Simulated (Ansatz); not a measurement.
Bi2Se3 (Paraguanajuatite):

```xyz
5
Lattice="2.0715 1.1960 9.5453 -2.0715 1.1960 9.5453 0.0000 -2.3920 9.5453" Properties=species:S:1:pos:R:3 pbc="T T T"
Bi    0.0000    0.0000   17.1587
Bi    0.0000    0.0000   11.4773
Se    0.0000    0.0000   22.5738
Se    0.0000    0.0000    6.0622
Se    0.0000    0.0000    0.0000
```

Program: Ansatz 0.2.0. Alike in all runs: task band structure; potentials or basis all-electron LAPW, scalar-relativistic; no spin polarisation; cell as given; k mesh 8 × 8 × 8; smearing fermi-dirac 0.05 eV; basis error allowed 0.002 eV/atom.

Problem. Order these runs on this cell by their pressure, lowest first.
A. level revPBE; cutoff (eV) 207
B. level LDA; cutoff (eV) 208
C. level BLYP; cutoff (eV) 208

Solution. B (-1.8 GPa), A (3.8 GPa), C (6.3 GPa).

Not every run made on this cell is shown here.
